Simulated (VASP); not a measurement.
The system is TiO2.

```xyz
9
Lattice="2.9683 0.0000 0.0000 0.0002 4.7076 0.0000 1.4836 0.2424 7.0835" Properties=species:S:1:pos:R:3 pbc="T T T"
Ti    0.0111    0.0020    0.0050
Ti    1.4933    2.3377    2.2452
Ti    2.9797    2.6161    4.8486
O     1.4969    0.9041    0.9105
O     2.9795    1.5111    3.2009
O     1.4967    1.6498    5.7110
O     2.9804    3.3042    1.3825
O     1.4963    3.4427    3.8925
O     2.9811    4.0496    6.1826
```

The cell comes from a database or a generator and needn't be the stable form of this composition.

```yaml
Program: VASP 6.6.1
Task: relaxation of cell and atoms
Functional: RPBE
Dispersion: D3
Potentials_or_basis: VASP PAW PBE potentials, release 64 (Ti_sv, O)
Cutoff: 600 eV
k_mesh: 7 × 5 × 3
Occupations: fermi-dirac, width 0.05 eV
Spin: no spin polarisation
```

At the start: pressure 4.4 GPa; volume 11.00 Å³/atom.

Problem. Where does the relaxation end?

Solution. Over 14 steps the energy falls by 3.5 meV/atom and the volume is 11.17 Å³/atom (+1.5 %); space group C2/m (No. 12, to 0.05 Å).

Step by step:
| step | energy change (eV) | largest force (eV/Å) | pressure (GPa) | volume (Å³) |
| --- | --- | --- | --- | --- |
| 1 | 0.0000 | 0.4392 | 4.35 | 98.98 |
| 2 | 0.0226 | 0.5087 | -5.46 | 103.32 |
| 3 | -0.0287 | 0.1271 | -0.15 | 100.80 |
| 4 | -0.0287 | 0.1226 | 0.01 | 100.77 |
| 5 | -0.0299 | 0.0672 | 0.00 | 100.79 |
| 6 | -0.0300 | 0.0707 | 0.00 | 100.80 |
| 7 | -0.0307 | 0.0325 | -0.11 | 100.82 |
| 8 | -0.0307 | 0.0337 | -0.12 | 100.82 |
| 9 | -0.0311 | 0.0216 | -0.02 | 100.72 |
| 10 | -0.0312 | 0.0365 | 0.07 | 100.63 |
| 11 | -0.0312 | 0.0453 | 0.10 | 100.61 |
| 12 | -0.0315 | 0.0285 | -0.07 | 100.62 |
| 13 | -0.0315 | 0.0244 | -0.13 | 100.62 |
| 14 | -0.0316 | 0.0195 | 0.07 | 100.50 |

Final structure:
```
Ti O
1.0
     2.98186    0.00000    0.00007
     0.00020    4.70981    0.00495
     1.49052    0.24996    7.15604
Ti O
3 6
Direct
  0.00326 0.00037 0.00071
  0.34399 0.47957 0.31865
  0.66266 0.52119 0.68276
  0.43993 0.18627 0.12853
  0.77763 0.29343 0.45319
  0.10178 0.30878 0.80468
  0.90589 0.69197 0.19672
  0.22997 0.70733 0.54821
  0.56773 0.81448 0.87288
```

Caveat: the PAW data sets were made with another functional, which shifts forces and pressure a little.
